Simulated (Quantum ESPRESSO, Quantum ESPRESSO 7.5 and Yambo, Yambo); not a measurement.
# Excitons of SiC (F-43m) on ever denser meshes

Aim: the absorption spectrum of SiC (F-43m) with electron-hole interaction, and what each part of the kernel does.

Calculated with Quantum ESPRESSO 7.5 and Yambo 5.3.0; PBE and many-body steps on it, plane waves.

This is a report of a sequence of runs, with most program output left out.

### 1. Starting point

The structure is cubic, space group F-43m (No. 216). The conventional cell has a = 4.358 Å, b = 4.358 Å, c = 4.358 Å, α = 90.00°, β = 90.00°, γ = 90.00°. Nearest to Si lie 4 C at 1.89 Å. C has 4 Si at 1.89 Å nearest. Farther neighbours are not listed.

The cell and positions come from the Crystallography Open Database and are kept as given unless a step says otherwise.

### 2. Empty states on the mesh, 4×4×4 mesh, 50 bands

This step: Quantum ESPRESSO 7.5; DFT, PBE, plane waves, norm-conserving pseudopotentials.

The sums over transitions need many empty states on a uniform mesh; this step solves for them.

Input file pw.in:

```
&control
  calculation = 'nscf'
  prefix = 'x'
  outdir = 'o'
  pseudo_dir = 'pseudo'
/
&system
  ibrav = 0
  nat = 2
  ntyp = 2
  ecutwfc = 74.0
  nbnd = 50
  force_symmorphic = .true.
/
&electrons
  conv_thr = 1e-9
  electron_maxstep = 80
  diago_full_acc = .true.
  diago_thr_init = 5e-6
/
ATOMIC_SPECIES
  Si 28.085 Si.upf
  C 12.011 C.upf
CELL_PARAMETERS angstrom
  -0.0000000000 2.1790000000 2.1790000000
  2.1790000000 -0.0000000000 2.1790000000
  2.1790000000 2.1790000000 -0.0000000000
ATOMIC_POSITIONS crystal
  Si 0.0000000000 0.0000000000 0.0000000000
  C 0.2500000000 0.2500000000 0.2500000000
K_POINTS automatic
  4 4 4 0 0 0
```

Started as:

```
$ OMP_NUM_THREADS=1 mpirun -n 8 pw.x -nk 4 -in pw.in > pw.out
```

Elapsed: 1.2 s, on 8 MPI ranks of Arm Neoverse V1, shared host; peak memory 0.05 GiB; 8.4 s of CPU time.

This step gave:

| Quantity | Value |
| --- | --- |
| gap | 1.361 eV |
| k of the valence top | 0, 0, 0 |
| k of the conduction bottom | 0, -0.5, -0.5 |
| least direct gap | 4.553 eV |
| k points computed | 8 |
| lowest point of the top converged band, above the valence top | 73.3698 eV |

On this mesh the gap is 1.361 eV.

The density comes from a self-consistent run that is not shown.

### 3. Conversion and set-up

This step: Yambo 5.3.0; conversion and set-up on PBE, plane waves, norm-conserving pseudopotentials.

The states are converted to the many-body program's format and the q mesh is built.

Started as:

```
$ (cd o/x.save; p2y > p2y.log; mv SAVE ../..); yambo > setup.log
```

Run time: 2.1 s. Hardware: 1 MPI rank; peak memory 0.23 GiB.

### 4. Screening and self-energy, 4×4×4 mesh, 50 bands, screening to 163.3 eV

Now the one-shot GW correction: screening in the RPA, then the self-energy of the levels asked for.

This step: G0W0 on PBE, plane waves, norm-conserving pseudopotentials.

Input file gw1.in:

```
HF_and_locXC
gw0
dyson
ppa
em1d
rim_cut
RandQpts= 1000000
RandGvec= 1 RL
EXXRLvcs= 74 Ry
VXCRLvcs= 296 Ry
Chimod= "HARTREE"
% BndsRnXp
 1 | 50 |
%
NGsBlkXp= 12 Ry
% LongDrXp
 1 | 1 | 1 |
%
% GbndRnge
 1 | 50 |
%
DysSolver= "n"
ExtendOut
PPAPntXp= 27.21138 eV
% QPkrange
 1 | 1 | 3 | 6 |
 7 | 7 | 3 | 6 |
%
```

Started as:

```
$ OMP_NUM_THREADS=1 mpirun -n 8 yambo -F gw1.in -J gw1 -C gw1 > gw1.log
```

Run time: 8.6 s. Hardware: 8 MPI ranks; peak memory 2.2 GiB.

This step gave:

```
G0W0 gap on the points computed              : 1.985 eV
starting gap on the mesh                     : 1.361 eV
k of the valence top                         : 0, 0, 0
k of the conduction bottom                   : 0, -0.5, -0.5
least direct G0W0 gap on the computed points : 5.539 eV
```

The gap on the mesh goes from 1.36 eV to 1.99 eV, a correction of +0.62 eV.

The gap opens by 0.624 eV; the next steps shift the empty bands rigidly by 0.986 eV, the correction at the start's least direct gap.

### 5. Empty states on the mesh, 4×4×4 mesh, 12 bands

This step: Quantum ESPRESSO 7.5; DFT, PBE, plane waves, norm-conserving pseudopotentials.

pw.in, as its differences from that of step 2:

```diff
@@ -11,3 +11,3 @@
   ecutwfc = 74.0
-  nbnd = 50
+  nbnd = 12
   force_symmorphic = .true.
```

Started as:

```
$ OMP_NUM_THREADS=1 mpirun -n 8 pw.x -nk 4 -in pw.in > pw.out
```

It took 0.89 s on 8 MPI ranks; peak memory 0.05 GiB.

This step gave:

```yaml
gap: 1.361 eV
k_of_the_valence_top: 0, 0, 0
k_of_the_conduction_bottom: 0, -0.5, -0.5
least_direct_gap: 4.553 eV
k_points_computed: 8
lowest_point_of_the_top_converged_band_above_the_valence_top: 17.28 eV
```

On this mesh the gap is 1.361 eV.

### 6. Conversion and set-up

This step: Yambo 5.3.0; conversion and set-up on PBE, plane waves, norm-conserving pseudopotentials.

Started as:

```
$ (cd o/x.save; p2y > p2y.log; mv SAVE ../..); yambo > setup.log
```

It took 2.1 s on 1 MPI rank; peak memory 0.23 GiB.

### 7. Excitons

Light makes an electron and a hole together. The Bethe-Salpeter equation adds their screened attraction and their exchange, in a window of bands around the gap.

This step: Bethe-Salpeter equation on PBE with a scissors shift, plane waves, norm-conserving pseudopotentials.

Input file bse3.in:

```
optics
bss
bse
em1s
dipoles
rim_cut
RandQpts= 1000000
RandGvec= 1 RL
Chimod= "HARTREE"
BSKmod= "SEX"
BSEmod= "resonant"
BSSmod= "d"
BSENGexx= 20 Ry
BSENGBlk= 4 Ry
% BSEQptR
 1 | 1 |
%
% BSEBands
 2 | 5 |
%
% BEnRange
 0 | 8 | eV
%
% BDmRange
 0.1 | 0.1 | eV
%
BEnSteps= 161
% BLongDir
 1 | 0 | 0 |
%
% BndsRnXs
 1 | 12 |
%
NGsBlkXs= 4 Ry
% LongDrXs
 1 | 1 | 1 |
%
% KfnQP_E
 0.986 | 1.0 | 1.0 |
%
WRbsWF
FFTGvecs= 33 Ry
```

Started as:

```
$ OMP_NUM_THREADS=1 mpirun -n 8 yambo -F bse3.in -J bse3 -C bse3 > bse3.log
```

The job ended after 2.8 s (8 MPI ranks; peak memory 1.9 GiB; 14 s of CPU time).

Numbers from this step:

```
transitions in the window                                      : 192
direct gap of the transition levels                            : 5.539 eV
lowest state                                                   : 5.169 eV
first strong exciton (over a fiftieth of the strongest listed) : 5.178 eV
binding of the lowest state below the direct gap               : 0.3703 eV
Coulomb term of one mesh cell                                  : 0.4199 eV
```

The binding is 0.88 times the screened Coulomb term of one mesh cell (0.42 eV), so it is not shown settled.

The lowest state lies at 5.169 eV, 0.370 eV under the direct gap.

Lines within 3 meV are set at the lowest of them, and the highest group, which the list may cut short, is left out. Lines of the exciton spectrum (strongest = 100):

| position (eV) | lines merged | strength, relative |
| --- | --- | --- |
| 5.169 | 3 | 0.2 |
| 5.178 | 3 | 24 |
| 6.418 | 3 | 100 |
| 6.465 | 3 | 0.0 |
| 6.586 | 3 | 0.0 |
| 6.618 | 3 | 0.0 |
| 6.646 | 2 | 0.0 |
| 6.670 | 3 | 0.0 |

The ε₂ has structure finer than the step of the table below, so its rows give means over 0.25 eV, whole bins alone (the curve runs from 0 to 8 eV). Peaks (eV: height): BSE 5.200: 30.0, 6.400: 121; no electron-hole interaction 5.550: 17.4, 7.000: 84.7, 7.600: 47.0.

Field along x; broadening 0.1 eV; transition window only. Limits: finite bands, cutoff and mesh; coarse k mesh; exciton not shown settled in the k mesh. Table of ε₂ by photon energy; means over each step:

| photon energy (eV) | BSE | no electron-hole interaction |
| --- | --- | --- |
| 0.25 | 0.0518 | 0.0402 |
| 0.50 | 0.0565 | 0.0433 |
| 0.75 | 0.0618 | 0.0469 |
| 1.00 | 0.0680 | 0.0509 |
| 1.25 | 0.0752 | 0.0555 |
| 1.50 | 0.0836 | 0.0608 |
| 1.75 | 0.0935 | 0.0669 |
| 2.00 | 0.105 | 0.0740 |
| 2.25 | 0.120 | 0.0823 |
| 2.50 | 0.138 | 0.0921 |
| 2.75 | 0.160 | 0.104 |
| 3.00 | 0.188 | 0.118 |
| 3.25 | 0.226 | 0.136 |
| 3.50 | 0.277 | 0.159 |
| 3.75 | 0.350 | 0.189 |
| 4.00 | 0.463 | 0.230 |
| 4.25 | 0.656 | 0.288 |
| 4.50 | 1.05 | 0.380 |
| 4.75 | 2.22 | 0.545 |
| 5.00 | 10.2 | 0.935 |
| 5.25 | 19.9 | 2.62 |
| 5.50 | 4.75 | 12.1 |
| 5.75 | 3.95 | 4.85 |
| 6.00 | 8.10 | 2.00 |
| 6.25 | 43.1 | 2.29 |
| 6.50 | 76.2 | 4.24 |
| 6.75 | 17.1 | 14.7 |
| 7.00 | 12.7 | 64.0 |
| 7.25 | 10.5 | 28.1 |
| 7.50 | 5.15 | 37.4 |
| 7.75 | 1.90 | 30.8 |

### 8. Triplet (no exchange term)

bse4.in, as its differences from bse3.in of step 7:

```diff
@@ -12,3 +12,3 @@
 BSSmod= "d"
-BSENGexx= 20 Ry
+BSENGexx= 1 RL
 BSENGBlk= 4 Ry
```

Started as:

```
$ OMP_NUM_THREADS=1 mpirun -n 8 yambo -F bse4.in -J bse4,bse3_W -C bse4 > bse4.log
```

It took 1.1 s on 8 MPI ranks; peak memory 0.25 GiB; 7.3 s of CPU time.

The lowest triplet lies at 5.128 eV; without spin-orbit coupling triplets are dark, so no spectrum is read.

### 9. Empty states on the mesh, 6×6×6 mesh, 12 bands

This step: Quantum ESPRESSO 7.5; DFT, PBE, plane waves, norm-conserving pseudopotentials.

pw.in, as its differences from that of step 5:

```diff
@@ -31,2 +31,2 @@
 K_POINTS automatic
-  4 4 4 0 0 0
+  6 6 6 0 0 0
```

Started as:

```
$ OMP_NUM_THREADS=1 mpirun -n 8 pw.x -nk 4 -in pw.in > pw.out
```

The job ended after 0.96 s (8 MPI ranks; peak memory 0.05 GiB).

Numbers from this step:

* gap: 1.361 eV
* k of the valence top: 0, 0, 0
* k of the conduction bottom: 0, -0.5, -0.5
* least direct gap: 4.553 eV
* k points computed: 16
* lowest point of the top converged band, above the valence top: 17.28 eV

On this mesh the gap is 1.361 eV.

### 10. Conversion and set-up

This step: Yambo 5.3.0; conversion and set-up on PBE, plane waves, norm-conserving pseudopotentials.

Started as:

```
$ (cd o/x.save; p2y > p2y.log; mv SAVE ../..); yambo > setup.log
```

Run time: 2.2 s. Hardware: 1 MPI rank; peak memory 0.23 GiB.

### 11. k mesh (6×6×6)

This step: Bethe-Salpeter equation on PBE with a scissors shift, plane waves, norm-conserving pseudopotentials.

bse6.in, as its differences from bse4.in of step 8:

```diff
@@ -12,3 +12,3 @@
 BSSmod= "d"
-BSENGexx= 1 RL
+BSENGexx= 20 Ry
 BSENGBlk= 4 Ry
```

Started as:

```
$ OMP_NUM_THREADS=1 mpirun -n 8 yambo -F bse6.in -J bse6 -C bse6 > bse6.log
```

Wall time 4.6 s (8 MPI ranks); peak memory 2.1 GiB; 26 s of CPU time.

Numbers from this step:

- transitions in the window: 648
- direct gap of the transition levels: 5.539 eV
- lowest state: 5.228 eV
- first strong exciton (over a fiftieth of the strongest listed): 5.232 eV
- binding of the lowest state below the direct gap: 0.3111 eV
- Coulomb term of one mesh cell: 0.3445 eV

The binding is 0.90 times the screened Coulomb term of one mesh cell (0.34 eV), so it is not shown settled.

The lowest state lies at 5.228 eV, 0.311 eV under the direct gap.

### 12. Triplet (no exchange term)

bse7.in, as its differences from bse6.in of step 11:

```diff
@@ -12,3 +12,3 @@
 BSSmod= "d"
-BSENGexx= 20 Ry
+BSENGexx= 1 RL
 BSENGBlk= 4 Ry
```

Started as:

```
$ OMP_NUM_THREADS=1 mpirun -n 8 yambo -F bse7.in -J bse7,bse6_W -C bse7 > bse7.log
```

It took 2.3 s on 8 MPI ranks; peak memory 2.1 GiB.

The lowest triplet lies at 5.213 eV; without spin-orbit coupling triplets are dark, so no spectrum is read.

### 13. Empty states on the mesh, 8×8×8 mesh, 12 bands

This step: Quantum ESPRESSO 7.5; DFT, PBE, plane waves, norm-conserving pseudopotentials.

pw.in, as its differences from that of step 9:

```diff
@@ -31,2 +31,2 @@
 K_POINTS automatic
-  6 6 6 0 0 0
+  8 8 8 0 0 0
```

Started as:

```
$ OMP_NUM_THREADS=1 mpirun -n 8 pw.x -nk 4 -in pw.in > pw.out
```

It took 1.2 s on 8 MPI ranks; peak memory 0.05 GiB; 8.5 s of CPU time.

Numbers from this step:

| Item | Value |
| --- | --- |
| gap | 1.361 eV |
| k of the valence top | 0, 0, 0 |
| k of the conduction bottom | 0, -0.5, -0.5 |
| least direct gap | 4.553 eV |
| k points computed | 29 |
| lowest point of the top converged band, above the valence top | 17.28 eV |

On this mesh the gap is 1.361 eV.

### 14. Conversion and set-up

This step: Yambo 5.3.0; conversion and set-up on PBE, plane waves, norm-conserving pseudopotentials.

Started as:

```
$ (cd o/x.save; p2y > p2y.log; mv SAVE ../..); yambo > setup.log
```

Wall time 2.4 s (1 MPI rank); peak memory 0.24 GiB.

### 15. k mesh (8×8×8)

This step: Bethe-Salpeter equation on PBE with a scissors shift, plane waves, norm-conserving pseudopotentials.

bse9.in, as its differences from bse7.in of step 12:

```diff
@@ -12,3 +12,3 @@
 BSSmod= "d"
-BSENGexx= 1 RL
+BSENGexx= 20 Ry
 BSENGBlk= 4 Ry
```

Started as:

```
$ OMP_NUM_THREADS=1 mpirun -n 8 yambo -F bse9.in -J bse9 -C bse9 > bse9.log
```

Run time: 18 s. Hardware: 8 MPI ranks; peak memory 2.8 GiB; 2.1 min of CPU time.

Numbers from this step:

```yaml
transitions_in_the_window: 1536
direct_gap_of_the_transition_levels: 5.539 eV
lowest_state: 5.288 eV
first_strong_exciton_over_a_fiftieth_of_the_strongest_listed: 5.291 eV
binding_of_the_lowest_state_below_the_direct_gap: 0.2507 eV
coulomb_term_of_one_mesh_cell: 0.2742 eV
```

The binding is 0.91 times the screened Coulomb term of one mesh cell (0.27 eV), so it is not shown settled.

The lowest state lies at 5.288 eV, 0.251 eV under the direct gap.

The ε₂ has structure finer than the step of the table below, so its rows give means over 0.25 eV, whole bins alone (the curve runs from 0 to 8 eV). Peaks (eV: height): BSE 5.950: 15.3, 6.600: 25.5; no electron-hole interaction 6.200: 10.7, 7.000: 17.2, 7.900: 28.2.

Field along x; broadening 0.1 eV; transition window only. Limits: finite bands, cutoff and mesh; exciton not shown settled in the k mesh. The ε₂ by photon energy; means over each step:

| photon energy (eV) | BSE | no electron-hole interaction |
| --- | --- | --- |
| 0.25 | 0.0312 | 0.0249 |
| 0.50 | 0.0338 | 0.0268 |
| 0.75 | 0.0368 | 0.0289 |
| 1.00 | 0.0402 | 0.0312 |
| 1.25 | 0.0441 | 0.0339 |
| 1.50 | 0.0486 | 0.0369 |
| 1.75 | 0.0539 | 0.0403 |
| 2.00 | 0.0601 | 0.0443 |
| 2.25 | 0.0675 | 0.0489 |
| 2.50 | 0.0764 | 0.0544 |
| 2.75 | 0.0874 | 0.0608 |
| 3.00 | 0.101 | 0.0685 |
| 3.25 | 0.118 | 0.0779 |
| 3.50 | 0.141 | 0.0895 |
| 3.75 | 0.171 | 0.104 |
| 4.00 | 0.214 | 0.123 |
| 4.25 | 0.279 | 0.149 |
| 4.50 | 0.388 | 0.186 |
| 4.75 | 0.610 | 0.244 |
| 5.00 | 1.35 | 0.351 |
| 5.25 | 5.01 | 0.666 |
| 5.50 | 5.58 | 2.09 |
| 5.75 | 11.1 | 2.34 |
| 6.00 | 11.0 | 5.10 |
| 6.25 | 7.86 | 7.88 |
| 6.50 | 21.0 | 4.19 |
| 6.75 | 19.3 | 9.05 |
| 7.00 | 17.1 | 15.3 |
| 7.25 | 15.8 | 13.6 |
| 7.50 | 13.8 | 14.6 |
| 7.75 | 7.50 | 21.0 |

### 16. Triplet (no exchange term)

bse10.in, as its differences from bse9.in of step 15:

```diff
@@ -12,3 +12,3 @@
 BSSmod= "d"
-BSENGexx= 20 Ry
+BSENGexx= 1 RL
 BSENGBlk= 4 Ry
```

Started as:

```
$ OMP_NUM_THREADS=1 mpirun -n 8 yambo -F bse10.in -J bse10,bse9_W -C bse10 > bse10.log
```

The job ended after 23 s (8 MPI ranks; peak memory 2.7 GiB).

The lowest triplet lies at 5.279 eV; without spin-orbit coupling triplets are dark, so no spectrum is read.

### 17. Empty states on the mesh, 10×10×10 mesh, 12 bands

This step: Quantum ESPRESSO 7.5; DFT, PBE, plane waves, norm-conserving pseudopotentials.

pw.in, as its differences from that of step 13:

```diff
@@ -31,2 +31,2 @@
 K_POINTS automatic
-  8 8 8 0 0 0
+  10 10 10 0 0 0
```

Started as:

```
$ OMP_NUM_THREADS=1 mpirun -n 8 pw.x -nk 4 -in pw.in > pw.out
```

Run time: 6.8 s. Hardware: 8 MPI ranks; peak memory 0.33 GiB; 16 s of CPU time.

Numbers from this step:

```yaml
gap: 1.361 eV
k_of_the_valence_top: 0, 0, 0
k_of_the_conduction_bottom: 0, -0.5, -0.5
least_direct_gap: 4.553 eV
k_points_computed: 47
lowest_point_of_the_top_converged_band_above_the_valence_top: 17.28 eV
```

On this mesh the gap is 1.361 eV.

### 18. Conversion and set-up

This step: Yambo 5.3.0; conversion and set-up on PBE, plane waves, norm-conserving pseudopotentials.

Started as:

```
$ (cd o/x.save; p2y > p2y.log; mv SAVE ../..); yambo > setup.log
```

Wall time 3.4 s (1 MPI rank); peak memory 0.24 GiB.

### 19. k mesh (10×10×10)

This step: Bethe-Salpeter equation on PBE with a scissors shift, plane waves, norm-conserving pseudopotentials.

bse12.in, as its differences from bse10.in of step 16:

```diff
@@ -12,3 +12,3 @@
 BSSmod= "d"
-BSENGexx= 1 RL
+BSENGexx= 20 Ry
 BSENGBlk= 4 Ry
```

Started as:

```
$ OMP_NUM_THREADS=1 mpirun -n 8 yambo -F bse12.in -J bse12 -C bse12 > bse12.log
```

Elapsed: 2.7 min, on 8 MPI ranks; peak memory 4.9 GiB.

Numbers from this step:

* transitions in the window: 3000
* direct gap of the transition levels: 5.539 eV
* lowest state: 5.332 eV
* first strong exciton (over a fiftieth of the strongest listed): 5.334 eV
* binding of the lowest state below the direct gap: 0.2069 eV
* Coulomb term of one mesh cell: 0.2229 eV

The binding is 0.93 times the screened Coulomb term of one mesh cell (0.22 eV), so it is not shown settled.

The lowest state lies at 5.332 eV, 0.207 eV under the direct gap.

The ε₂ has structure finer than the step of the table below, so its rows give means over 0.25 eV, whole bins alone (the curve runs from 0 to 8 eV). Peaks (eV: height): BSE 5.800: 10.3, 6.250: 20.8, 7.000: 30.6; no electron-hole interaction 7.350: 21.1, 7.950: 27.7.

Field along x; broadening 0.1 eV; transition window only. Limits: finite bands, cutoff and mesh; exciton not shown settled in the k mesh. ε₂ against photon energy; means over each step:

| photon energy (eV) | BSE | no electron-hole interaction |
| --- | --- | --- |
| 0.25 | 0.0299 | 0.0239 |
| 0.50 | 0.0324 | 0.0257 |
| 0.75 | 0.0352 | 0.0277 |
| 1.00 | 0.0384 | 0.0299 |
| 1.25 | 0.0421 | 0.0324 |
| 1.50 | 0.0464 | 0.0352 |
| 1.75 | 0.0513 | 0.0385 |
| 2.00 | 0.0571 | 0.0422 |
| 2.25 | 0.0640 | 0.0465 |
| 2.50 | 0.0723 | 0.0515 |
| 2.75 | 0.0824 | 0.0575 |
| 3.00 | 0.0949 | 0.0646 |
| 3.25 | 0.111 | 0.0732 |
| 3.50 | 0.131 | 0.0838 |
| 3.75 | 0.158 | 0.0971 |
| 4.00 | 0.196 | 0.114 |
| 4.25 | 0.252 | 0.137 |
| 4.50 | 0.341 | 0.169 |
| 4.75 | 0.512 | 0.218 |
| 5.00 | 0.980 | 0.304 |
| 5.25 | 3.51 | 0.528 |
| 5.50 | 6.28 | 1.47 |
| 5.75 | 8.62 | 2.64 |
| 6.00 | 6.87 | 4.60 |
| 6.25 | 16.0 | 3.34 |
| 6.50 | 13.2 | 7.88 |
| 6.75 | 15.2 | 8.25 |
| 7.00 | 25.3 | 8.30 |
| 7.25 | 15.7 | 15.2 |
| 7.50 | 12.7 | 18.0 |
| 7.75 | 9.87 | 17.1 |

### 20. Triplet (no exchange term)

bse13.in, as its differences from bse12.in of step 19:

```diff
@@ -12,3 +12,3 @@
 BSSmod= "d"
-BSENGexx= 20 Ry
+BSENGexx= 1 RL
 BSENGBlk= 4 Ry
```

Started as:

```
$ OMP_NUM_THREADS=1 mpirun -n 8 yambo -F bse13.in -J bse13,bse12_W -C bse13 > bse13.log
```

Elapsed: 76 s, on 8 MPI ranks; peak memory 4.7 GiB.

The lowest triplet lies at 5.326 eV; without spin-orbit coupling triplets are dark, so no spectrum is read.

### 21. Empty states on the mesh, 12×12×12 mesh, 12 bands

This step: Quantum ESPRESSO 7.5; DFT, PBE, plane waves, norm-conserving pseudopotentials.

pw.in, as its differences from that of step 17:

```diff
@@ -31,2 +31,2 @@
 K_POINTS automatic
-  10 10 10 0 0 0
+  12 12 12 0 0 0
```

Started as:

```
$ OMP_NUM_THREADS=1 mpirun -n 8 pw.x -nk 4 -in pw.in > pw.out
```

It took 2.1 s on 8 MPI ranks; peak memory 0.33 GiB.

This step gave:

```
gap                                                           : 1.361 eV
k of the valence top                                          : 0, 0, 0
k of the conduction bottom                                    : 0, -0.5, -0.5
least direct gap                                              : 4.553 eV
k points computed                                             : 72
lowest point of the top converged band, above the valence top : 17.28 eV
```

On this mesh the gap is 1.361 eV.

### 22. Conversion and set-up

This step: Yambo 5.3.0; conversion and set-up on PBE, plane waves, norm-conserving pseudopotentials.

Started as:

```
$ (cd o/x.save; p2y > p2y.log; mv SAVE ../..); yambo > setup.log
```

The job ended after 3.5 s (1 MPI rank; peak memory 0.25 GiB).

[end of part 1 of 2]

[Paths, hosts, dates, memory and timing lines, banners, echoed tables and standing remarks are left out of the program output.]

[Logs are printed without paths, hosts, clocks, repeated set-up lines and the standing remarks that a program may print on its own settings, such as how far it seeks lower states.]

[Runs of the session that timed out or met a known fault of the program may be left out.]

[Hosts, paths, dates, database ids (printed as entryN), source tags and the programs' standing remarks are cut or masked in the printed files.]
